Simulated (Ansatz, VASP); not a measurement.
## AlCo: VASP beside Ansatz

```
CELL_PARAMETERS angstrom
2.82344 0.00000 0.00000
0.00000 2.82344 0.00000
0.00000 0.00000 2.82344
ATOMIC_POSITIONS crystal
Al 0.00000 0.00000 0.00000
Co 0.50000 0.50000 0.50000
```

Alike in both runs: functional PBEsol; k mesh 12 × 12 × 12; occupations fermi-dirac, width 0.1 eV; no spin polarisation.

Ansatz relaxed the structure, and its values are those at the end. VASP's run is a single point on that final structure, the one shown.

|  | VASP | Ansatz |
| --- | --- | --- |
| version | VASP 6.6.1 | Ansatz 0.2.0 |
| potentials or method | VASP PAW PBE potentials, release 64 (Al, Co) | PAW with Ansatz's default frozen-core files, scalar-relativistic |
| plane-wave cutoff (eV) | 520 | 420 |
| valence electrons in the cell | 12 | 20 |

```csv
,VASP,Ansatz,Ansatz less VASP
pressure (GPa),0.1,0.0,-0.12
```

The two sets of potentials don't hold the same shells in valence.

Caveats: the PAW data sets were made with another functional, which shifts forces and pressure a little (VASP). Spin polarisation is off, so any magnetic state and its effect on volume and gap are missing.
